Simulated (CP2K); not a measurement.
# BAs (F-43m) in CP2K: reference runs

Aim: a first look at BAs with PBEsol, on the cell as given, then over a range of volumes.

Program: CP2K 2026.2. These are calculated values, not measurements. Logs are shortened: lines on timing, memory, paths and dates and some standing lists are left out, and cuts for length are marked.

**The experiment to reproduce.**

From “Basic Physical Properties of Cubic Boron Arsenide”, 2019, arxiv:1911.11281, for a bulk crystal of BAs: bulk modulus 148 GPa.

The results are compared with them further down.

## Step 1: The crystal as given

The structure is cubic, space group F-43m (No. 216). The conventional cell has a = 4.777 Å, b = 4.777 Å, c = 4.777 Å, α = 90.00°, β = 90.00°, γ = 90.00°. As (site symmetry -43m) has 4 B at 2.07 Å as nearest neighbours. B (site symmetry -43m) is surrounded by 4 As at 2.07 Å.

## Step 2: Single point, PBEsol

bas_scf.inp

```
&GLOBAL
  PROJECT bas_scf
  RUN_TYPE ENERGY_FORCE
  PRINT_LEVEL LOW
&END GLOBAL
&FORCE_EVAL
  METHOD QS
  STRESS_TENSOR ANALYTICAL
  &DFT
    BASIS_SET_FILE_NAME BASIS_MOLOPT_UZH
    POTENTIAL_FILE_NAME POTENTIAL_UZH
    &MGRID
      CUTOFF 450
      REL_CUTOFF 60
      NGRIDS 5
    &END MGRID
    &QS
      METHOD GPW
      EPS_DEFAULT 1.0E-10
    &END QS
    &KPOINTS
      SCHEME MONKHORST-PACK 10 10 10
      GAMMA_CENTERED T
      SYMMETRY T
      SYMMETRY_BACKEND SPGLIB
    &END KPOINTS
    &SCF
      SCF_GUESS ATOMIC
      EPS_SCF 1.0E-6
      MAX_SCF 100
      ADDED_MOS 10
      CHOLESKY OFF
      EPS_EIGVAL 1.0E-7
      &DIAGONALIZATION ON
        ALGORITHM STANDARD
      &END DIAGONALIZATION
      &MIXING ON
        METHOD BROYDEN_MIXING
        ALPHA 0.4
        BETA 1.5
        NBUFFER 8
      &END MIXING
      &SMEAR ON
        METHOD FERMI_DIRAC
        ELECTRONIC_TEMPERATURE [K] 580.226
      &END SMEAR
    &END SCF
    &XC
      &XC_FUNCTIONAL
        &GGA_X_PBE_SOL
        &END GGA_X_PBE_SOL
        &GGA_C_PBE_SOL
        &END GGA_C_PBE_SOL
      &END XC_FUNCTIONAL
    &END XC
    &PRINT
      &KPOINTS ON
      &END KPOINTS
      &MULLIKEN ON
      &END MULLIKEN
      &MO ON
        ENERGIES T
        OCCUPATION_NUMBERS T
        &EACH
          QS_SCF 0
        &END EACH
        ADD_LAST NUMERIC
      &END MO
      &LOWDIN ON
      &END LOWDIN
      &HIRSHFELD ON
        SHAPE_FUNCTION DENSITY
      &END HIRSHFELD
      &E_DENSITY_CUBE ON
        STRIDE 1
      &END E_DENSITY_CUBE
      &V_HARTREE_CUBE ON
        STRIDE 1
      &END V_HARTREE_CUBE
      &ELF_CUBE ON
        STRIDE 1
      &END ELF_CUBE
    &END PRINT
  &END DFT
  &SUBSYS
    &CELL
      A 3.3778490937 0.0000000000 0.0000000000
      B 1.6889245469 2.9253031253 0.0000000000
      C 1.6889245469 0.9751010418 2.7580022359
      PERIODIC XYZ
    &END CELL
    &COORD
      SCALED
      As  0.7500000000 0.7500000000 0.7500000000
      B   0.0000000000 0.0000000000 0.0000000000
    &END COORD
    &KIND As
      BASIS_SET TZVP-MOLOPT-PBE-GTH-q5
      POTENTIAL GTH-PBE-q5
    &END KIND
    &KIND B
      BASIS_SET TZVP-MOLOPT-PBE-GTH-q3
      POTENTIAL GTH-PBE-q3
    &END KIND
    &PRINT
      &ATOMIC_COORDINATES ON
      &END ATOMIC_COORDINATES
      &CELL ON
      &END CELL
      &SYMMETRY ON
      &END SYMMETRY
    &END PRINT
  &END SUBSYS
  &PRINT
    &FORCES ON
    &END FORCES
    &STRESS_TENSOR ON
    &END STRESS_TENSOR
  &END PRINT
&END FORCE_EVAL
```

Potentials or basis: POTENTIAL_UZH As GTH-PBE-q5, B GTH-PBE-q3; TZVP-MOLOPT-PBE-GTH basis.

Command:

```
$ OMP_NUM_THREADS=1 cp2k.psmp -i bas_scf.inp -o bas_scf.out
```

bas_scf.out:

```text

 CP2K| version string:                                       CP2K version 2026.2
 CP2K| Input file name                                               bas_scf.inp

 GLOBAL| Force Environment number                                              1
 GLOBAL| Basis set file name                                    BASIS_MOLOPT_UZH
 GLOBAL| Potential file name                                       POTENTIAL_UZH
 GLOBAL| MM Potential file name                                     MM_POTENTIAL
 GLOBAL| Coordinate file name                                      __STD_INPUT__
 GLOBAL| Method name                                                        CP2K
 GLOBAL| Project name                                                    bas_scf
 GLOBAL| Run type                                                   ENERGY_FORCE
 GLOBAL| FFT library                                                       FFTW3
[... 5 lines left out ...]
 GLOBAL| Global print level                                                  LOW
 GLOBAL| Total number of message passing processes                             1
 GLOBAL| Number of threads for this process                                    1
 GLOBAL| CPU model name                                                  UNKNOWN

 CELL| Volume [angstrom^3]:                                            27.252461
 CELL| Vector a [angstrom]:       3.378     0.000     0.000   |a| =     3.377849
 CELL| Vector b [angstrom]:       1.689     2.925     0.000   |b| =     3.377849
 CELL| Vector c [angstrom]:       1.689     0.975     2.758   |c| =     3.377849
 CELL| Angle (b,c), alpha [degree]:                                    60.000000
 CELL| Angle (a,c), beta  [degree]:                                    60.000000
 CELL| Angle (a,b), gamma [degree]:                                    60.000000
 CELL| Numerically orthorhombic:                                              NO
 CELL| Periodicity                                                           XYZ

 CELL_REF| Volume [angstrom^3]:                                        27.252461
 CELL_REF| Vector a [angstrom     3.378     0.000     0.000   |a| =     3.377849
 CELL_REF| Vector b [angstrom     1.689     2.925     0.000   |b| =     3.377849
 CELL_REF| Vector c [angstrom     1.689     0.975     2.758   |c| =     3.377849
 CELL_REF| Angle (b,c), alpha [degree]:                                60.000000
 CELL_REF| Angle (a,c), beta  [degree]:                                60.000000
 CELL_REF| Angle (a,b), gamma [degree]:                                60.000000
 CELL_REF| Numerically orthorhombic:                                          NO
 CELL_REF| Periodicity                                                       XYZ
[... 9 lines left out ...]
 TOTAL NUMBERS AND MAXIMUM NUMBERS

  Total number of            - Atomic kinds:                                   2
                             - Atoms:                                          2
                             - Shell sets:                                     2
                             - Shells:                                        14
                             - Primitive Cartesian functions:                  9
                             - Cartesian basis functions:                     36
                             - Spherical basis functions:                     34

  Maximum angular momentum of- Orbital basis functions:                        2
                             - Local part of the GTH pseudopotential:          2
                             - Non-local part of the GTH pseudopotential:      4

 MODULE QUICKSTEP: ATOMIC COORDINATES IN ANGSTROM

   Atom Kind Element         X             Y             Z       Z(eff)     Mass
      1    1 As   33      5.066774      2.925303      2.068502   5.0000  74.9216
      2    2 B     5      0.000000      0.000000      0.000000   3.0000  10.8110

 Crystal Symmetry Information
       International Symbol:                                               F-43m
       Point Group Symbol:                                                  -43m
       Schoenflies Symbol:                                                  Td^2
       Number of Symmetry Operations:                                         24

 SCF PARAMETERS         Density guess:                                    ATOMIC
                        --------------------------------------------------------
                        max_scf:                                             100
                        max_scf_history:                                       0
                        max_diis:                                              4
[... 5 lines left out ...]
                        --------------------------------------------------------
                        level_shift [a.u.]:                             0.000000
[... 75 lines left out ...]
 Number of independent orbital functions:                                     34

 SCF WAVEFUNCTION OPTIMIZATION

  Step     Update method      Time    Convergence         Total energy    Change
  ------------------------------------------------------------------------------
     1 NoMix/Diag. 0.40E+00    2.1     1.19513656        -9.3322279673 -9.33E+00
     2 Broy./Diag. 0.40E+00    1.7     0.10981729        -8.9542442502  3.78E-01
     3 Broy./Diag. 0.40E+00    1.7     0.17097591        -9.0266405818 -7.24E-02
     4 Broy./Diag. 0.40E+00    1.7     0.02966693        -9.0793910065 -5.28E-02
     5 Broy./Diag. 0.40E+00    1.7     0.00906215        -9.1036455510 -2.43E-02
     6 Broy./Diag. 0.40E+00    1.7     0.00565848        -9.1224824321 -1.88E-02
     7 Broy./Diag. 0.40E+00    1.7     0.00017754        -9.1252557577 -2.77E-03
     8 Broy./Diag. 0.40E+00    1.7     0.00052159        -9.1262659029 -1.01E-03
     9 Broy./Diag. 0.40E+00    1.7     0.00003151        -9.1264771132 -2.11E-04
    10 Broy./Diag. 0.40E+00    1.7     0.00001495        -9.1265436489 -6.65E-05
    11 Broy./Diag. 0.40E+00    1.7     0.00000693        -9.1265462908 -2.64E-06
    12 Broy./Diag. 0.40E+00    1.7     0.00000238        -9.1265460632  2.28E-07
    13 Broy./Diag. 0.40E+00    1.7     0.00000066        -9.1265450527  1.01E-06

  *** SCF run converged in    13 steps ***

  Electronic density on regular grids:         -8.0000000000        0.0000000000
  Core density on regular grids:                7.9999999981       -0.0000000019
  Total charge density on r-space grids:       -0.0000000018
  Total charge density g-space grids:          -0.0000000018

  Overlap energy of the core charge distribution:               0.00000007657032
  Self energy of the core charge distribution:                -19.60156409161538
  Core Hamiltonian energy:                                      5.08770329199029
  Hartree energy:                                               8.06556944083412
  Exchange-correlation energy:                                 -2.67825376116422
  Electronic entropic energy:                                  -0.00000000930318
  Fermi energy:                                                 0.27386586776905

  Total energy:                                                -9.12654505268831
  Total energy (extrapolated to T->0):                         -9.12654504803672

 MO| EIGENVALUES AND OCCUPATION NUMBERS FOR K POINT 1
 MO|
 MO|  Index      Eigenvalue [a.u.]        Eigenvalue [eV]             Occupation
 MO|      1              -0.225515              -6.136582               2.000000
 MO|      2              -0.037834              -1.029512               2.000000
 MO|      3               0.193029               5.252591               2.000000
 MO|      4               0.193029               5.252591               2.000000
 MO|      5               0.355030               9.660861               0.000000
 MO|      6               0.431472              11.740946               0.000000
 MO|      7               0.431473              11.740971               0.000000
 MO|      8               0.615899              16.759469               0.000000
 MO|      9               0.768967              20.924665               0.000000
 MO|     10               0.768976              20.924892               0.000000
 MO|     11               0.778796              21.192117               0.000000
 MO|     12               0.913843              24.866929               0.000000
 MO|     13               1.003192              27.298253               0.000000
[... 263 lines left out ...]
 MO|      4               0.104597               2.846237               2.000000
 MO|      5               0.334475               9.101527               0.000000
 MO|      6               0.369162              10.045418               0.000000
 MO|      7               0.578217              15.734085               0.000000
 MO|      8               0.636903              17.331004               0.000000
 MO|      9               0.709062              19.294558               0.000000
 MO|     10               0.840639              22.874943               0.000000
 MO|     11               0.884972              24.081321               0.000000
 MO|     12               0.991657              26.984346               0.000000
 MO|     13               1.026371              27.928988               0.000000
 MO|     14               1.098803              29.899954               0.000000
 MO| Sum:                                                               8.000000
 MO| E(Fermi):            0.273866 a.u.          7.452269 eV
 MO| Band gap:            0.229878 a.u.          6.255291 eV

 [... the levels of further k-points ...]

 The electron density is written in Cube    file format to the file:

 bas_scf-ELECTRON_DENSITY-1_0.cube

 !-----------------------------------------------------------------------------!
                     Mulliken Population Analysis

 #  Atom  Element  Kind  Atomic population                           Net charge
       1     As       1          4.761029                              0.238971
       2     B        2          3.238971                             -0.238971
 # Total charge                              8.000000                 -0.000000

 !-----------------------------------------------------------------------------!

 !-----------------------------------------------------------------------------!
                           Hirshfeld Charges

  #Atom  Element  Kind  Ref Charge     Population                    Net charge
      1       As     1       5.000          4.871                         0.129
      2       B      2       3.000          3.129                        -0.129

  Total Charge                                                           -0.000
 !-----------------------------------------------------------------------------!

 LOWDIN POPULATION ANALYSIS

 #  Atom  Element  Kind  Atomic population                           Net charge
       1     As       1          4.517990                              0.482010
       2     B        2          3.482010                             -0.482010
 # Total charge                              8.000000                  0.000000

               ----- ELF is computed on the real space grid -----

 ELF is written in Cube    file format to the file:

 bas_scf-ELF_S1-1_0.cube

 ENERGY| Total FORCE_EVAL ( QS ) energy [hartree]             -9.126544578310771

 FORCES| Atomic forces [hartree/bohr]
 FORCES|   Atom     x               y               z               |f|
 FORCES|      1  1.77800369E-09  7.13763257E-09  1.75590616E-10   7.35784804E-09
 FORCES|      2 -1.93580930E-08 -1.20274743E-08 -6.77048377E-10   2.28003135E-08
 FORCES| Sum    -1.75800893E-08 -4.88984169E-09 -5.01457761E-10
 FORCES| Total atomic force                                       1.82543571E-08

 STRESS| Analytical stress tensor [bar]
 STRESS|                        x                   y                   z
 STRESS|      x        2.32753367098E+04  -2.13003156712E-02   2.17662883313E-02
 STRESS|      y       -2.13003156712E-02   2.32752819353E+04   1.87999232460E-01
 STRESS|      z        2.17662883313E-02   1.87999232460E-01   2.32752218112E+04
 STRESS| 1/3 Trace                                             2.32752801521E+04
 STRESS| Determinant                                           1.26091192232E+13

 STRESS| Eigenvectors and eigenvalues of the analytical stress tensor [bar]
 STRESS|                        1                   2                   3
 STRESS| Eigenvalues   2.32750581713E+04   2.32753399821E+04   2.32754423030E+04
 STRESS|      x          -0.108441651669      0.993897780061     -0.020189377726
 STRESS|      y          -0.645504801649     -0.054955161230      0.761776529766
 STRESS|      z           0.756018491329      0.095640645355      0.647525217829
```

Run time: 28 s. Hardware: 1 thread of Arm Neoverse V2, shared host; peak memory 0.23 GiB.

What came out:

* Free energy: -248.3459 eV
* Pressure: 2.3 GPa
* Band gap on the k mesh: 1.06 eV, indirect (least direct gap 3.29 eV)
* Mulliken charges: As +0.24; B -0.24 e
* Hirshfeld charges: As +0.13; B -0.13 e

Levels at points of the mesh, in eV from the valence-band top:
```tsv
k point	band 2	band 3	band 4	band 5	band 6	band 7
(0.00, 0.00, 0.00)	0.00	0.00	0.00	3.29	3.29	3.29
(0.00, 0.00, 0.50)	-8.84	-1.80	-1.80	2.65	4.75	4.75
(0.00, 0.50, 0.50)	-8.53	-4.07	-4.07	1.29	1.34	11.40
```

Caveat: Mulliken charges move with the basis; the potentials were made for another functional, which shifts forces and pressure; the basis of atomic orbitals isn't converged, which shifts pressures, moduli and gaps. A hybrid or GW would open this gap; PBEsol tends to underestimate it.

## Step 3: Single point, PBEsol, 13.63 Å³/atom

bas_eos.inp

```
&GLOBAL
  PROJECT bas_eos
  RUN_TYPE ENERGY_FORCE
  PRINT_LEVEL LOW
&END GLOBAL
&FORCE_EVAL
  METHOD QS
  STRESS_TENSOR ANALYTICAL
  &DFT
    BASIS_SET_FILE_NAME BASIS_MOLOPT_UZH
    POTENTIAL_FILE_NAME POTENTIAL_UZH
    &MGRID
      CUTOFF 450
      REL_CUTOFF 60
      NGRIDS 4
    &END MGRID
    &QS
      METHOD GPW
      EPS_DEFAULT 1.0E-10
    &END QS
    &KPOINTS
      SCHEME MONKHORST-PACK 10 10 10
      GAMMA_CENTERED T
      SYMMETRY T
      SYMMETRY_BACKEND SPGLIB
    &END KPOINTS
    &SCF
      SCF_GUESS ATOMIC
      EPS_SCF 1.0E-6
      MAX_SCF 100
      ADDED_MOS 10
      CHOLESKY OFF
      EPS_EIGVAL 1.0E-7
      &DIAGONALIZATION ON
        ALGORITHM STANDARD
      &END DIAGONALIZATION
      &MIXING ON
        METHOD BROYDEN_MIXING
        ALPHA 0.4
        BETA 1.5
        NBUFFER 8
      &END MIXING
      &SMEAR ON
        METHOD FERMI_DIRAC
        ELECTRONIC_TEMPERATURE [K] 580.226
      &END SMEAR
    &END SCF
    &XC
      &XC_FUNCTIONAL
        &GGA_X_PBE_SOL
        &END GGA_X_PBE_SOL
        &GGA_C_PBE_SOL
        &END GGA_C_PBE_SOL
      &END XC_FUNCTIONAL
    &END XC
    &PRINT
      &KPOINTS ON
      &END KPOINTS
      &MULLIKEN ON
      &END MULLIKEN
      &MO ON
        ENERGIES T
        OCCUPATION_NUMBERS T
        &EACH
          QS_SCF 0
        &END EACH
        ADD_LAST NUMERIC
      &END MO
    &END PRINT
  &END DFT
  &SUBSYS
    &CELL
      ABC 3.3778490937 3.3778490937 3.3778490937
      ALPHA_BETA_GAMMA 59.9999999991 59.9999999994 59.9999999993
      PERIODIC XYZ
    &END CELL
    &COORD
      As  5.0667736406 2.9253031253 2.0685016769
      B   0.0000000000 0.0000000000 0.0000000000
    &END COORD
    &KIND As
      BASIS_SET TZVP-MOLOPT-PBE-GTH-q5
      POTENTIAL GTH-PBE-q5
    &END KIND
    &KIND B
      BASIS_SET TZVP-MOLOPT-PBE-GTH-q3
      POTENTIAL GTH-PBE-q3
    &END KIND
    &PRINT
      &ATOMIC_COORDINATES ON
      &END ATOMIC_COORDINATES
      &CELL ON
      &END CELL
    &END PRINT
  &END SUBSYS
  &PRINT
    &FORCES ON
    &END FORCES
    &STRESS_TENSOR ON
    &END STRESS_TENSOR
  &END PRINT
&END FORCE_EVAL
```

Potentials or basis: POTENTIAL_UZH As GTH-PBE-q5, B GTH-PBE-q3; TZVP-MOLOPT-PBE-GTH basis.

Command:

```
$ OMP_NUM_THREADS=1 cp2k.psmp -i bas_eos.inp -o bas_eos.out
```

It took 26 s on 1 thread of Arm Neoverse V2, shared host; peak memory 0.23 GiB.

The run converged. Its results:

| Property | Result |
| --- | --- |
| Free energy | -248.3459 eV |
| Pressure | 2.3 GPa |
| Band gap on the k mesh | 1.06 eV, indirect (least direct gap 3.29 eV) |
| Mulliken charges | As +0.24; B -0.24 e |

Caveat: Mulliken charges move with the basis; the potentials were made for another functional, which shifts forces and pressure; the basis of atomic orbitals isn't converged, which shifts pressures, moduli and gaps.

## Step 4: Single point, PBEsol, 13.35 Å³/atom (volume scaled by 0.98)

Edit bas_eos.inp of step 3 so:

```diff
@@ -11,2 +11,3 @@
     POTENTIAL_FILE_NAME POTENTIAL_UZH
+    WFN_RESTART_FILE_NAME previous-RESTART.kp
     &MGRID
@@ -27,3 +28,3 @@
     &SCF
-      SCF_GUESS ATOMIC
+      SCF_GUESS RESTART
       EPS_SCF 1.0E-6
@@ -72,4 +73,4 @@
     &CELL
-      ABC 3.3778490937 3.3778490937 3.3778490937
-      ALPHA_BETA_GAMMA 59.9999999991 59.9999999994 59.9999999993
+      ABC 3.3551782825 3.3551782826 3.3551782825
+      ALPHA_BETA_GAMMA 59.9999999989 59.9999999988 59.9999999995
       PERIODIC XYZ
@@ -77,3 +78,3 @@
     &COORD
-      As  5.0667736406 2.9253031253 2.0685016769
+      As  5.0327674238 2.9056696269 2.0546186970
       B   0.0000000000 0.0000000000 0.0000000000
```

Command:

```
$ OMP_NUM_THREADS=1 cp2k.psmp -i bas_eos.inp -o bas_eos.out
```

It took 20 s on 1 thread of Arm Neoverse V2, shared host; peak memory 0.22 GiB.

It converged, with:

```
Free energy            : -248.3330 eV
Pressure               : 5.3 GPa
Band gap on the k mesh : 1.04 eV, indirect (least direct gap 3.31 eV)
Mulliken charges       : As +0.25; B -0.25 e
```

Caveat: Mulliken charges move with the basis; the potentials were made for another functional, which shifts forces and pressure; the basis of atomic orbitals isn't converged, which shifts pressures, moduli and gaps.

(Part 1 of 2 ends here.)
